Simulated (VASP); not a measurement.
A run of VASP 6.6.1 is set up as follows.

The input INCAR:

```
PREC     = Accurate       # precision mode
ENCUT    = 520            # plane-wave cutoff, eV
EDIFF    = 1E-6           # SCF threshold, eV
ISMEAR   = -1             # smearing method
SIGMA    = 0.05           # smearing width, eV
LREAL    = F              # projectors in reciprocal space
LASPH    = T              # aspherical terms in the spheres
NELM     = 80             # most SCF steps
ALGO     = Normal         # electronic algorithm
ISIF     = 2              # what is computed and relaxed
LWAVE    = F              # write WAVECAR
LCHARG   = F              # write CHGCAR
GGA      = PE             # functional
NBANDS   = 16             # bands
```

File KPOINTS:

```
Automatic mesh
0
Gamma
  8 8 8
```

The input POSCAR:

```
HgSe
1.0
    0.0000000000      3.0390000000      3.0390000000
    3.0390000000      0.0000000000      3.0390000000
    3.0390000000      3.0390000000      0.0000000000
Hg Se
1 1
Direct
    0.0000000000      0.0000000000      0.0000000000
    0.7500000000      0.7500000000      0.7500000000
```

KPOINTS_OPT

```
path GXWKGLUWLK,UX
20
line-mode
reciprocal
 0.0000000000  0.0000000000  0.0000000000  G
 0.5000000000  0.0000000000  0.5000000000  X

 0.5000000000  0.0000000000  0.5000000000  X
 0.5000000000  0.2500000000  0.7500000000  W

 0.5000000000  0.2500000000  0.7500000000  W
 0.3750000000  0.3750000000  0.7500000000  K

 0.3750000000  0.3750000000  0.7500000000  K
 0.0000000000  0.0000000000  0.0000000000  G

 0.0000000000  0.0000000000  0.0000000000  G
 0.5000000000  0.5000000000  0.5000000000  L

 0.5000000000  0.5000000000  0.5000000000  L
 0.6250000000  0.2500000000  0.6250000000  U

 0.6250000000  0.2500000000  0.6250000000  U
 0.5000000000  0.2500000000  0.7500000000  W

 0.5000000000  0.2500000000  0.7500000000  W
 0.5000000000  0.5000000000  0.5000000000  L

 0.5000000000  0.5000000000  0.5000000000  L
 0.3750000000  0.3750000000  0.7500000000  K

 0.6250000000  0.2500000000  0.6250000000  U
 0.5000000000  0.0000000000  0.5000000000  X
```

Potentials or basis: VASP PAW PBE potentials, release 54 (Hg, Se).

Run with:

```sh
$ cat potpaw_PBE.54/Hg/POTCAR potpaw_PBE.54/Se/POTCAR > POTCAR
$ mpirun -np 1 vasp_std > vasp.out
```

Problem. Predict the band gap along the path.

Solution. None (metal or under the smearing width).

Problem. Estimate the pressure.

Solution. 5.0 GPa.

Levels at the corners of the path, in eV from the Fermi level:
```
point  band 7  band 8  band 9  band 10  band 11  band 12
    Γ   -0.99   -0.05   -0.05    -0.05     5.43     5.43
    X   -5.16   -2.37   -2.37     2.73     2.94     8.44
    X   -5.16   -2.37   -2.37     2.73     2.94     8.44
    W   -5.37   -2.81   -2.49     3.58     5.08     6.05
    W   -5.37   -2.81   -2.49     3.58     5.08     6.05
    K   -5.32   -2.96   -1.95     2.88     4.44     7.92
    K   -5.32   -2.96   -1.95     2.88     4.44     7.92
    Γ   -0.99   -0.05   -0.05    -0.05     5.43     5.43
    Γ   -0.99   -0.05   -0.05    -0.05     5.43     5.43
    L   -5.59   -1.03   -1.03     1.06     6.20     6.20
    L   -5.59   -1.03   -1.03     1.06     6.20     6.20
    U   -5.32   -2.96   -1.95     2.88     4.44     7.92
    U   -5.32   -2.96   -1.95     2.88     4.44     7.92
    W   -5.37   -2.81   -2.49     3.58     5.08     6.05
    W   -5.37   -2.81   -2.49     3.58     5.08     6.05
    L   -5.59   -1.03   -1.03     1.06     6.20     6.20
    L   -5.59   -1.03   -1.03     1.06     6.20     6.20
    K   -5.32   -2.96   -1.95     2.88     4.44     7.92
    U   -5.32   -2.96   -1.95     2.88     4.44     7.92
    X   -5.16   -2.37   -2.37     2.73     2.94     8.44
```

Caveat: spin-orbit coupling is left out, which moves the levels of the heavy elements.
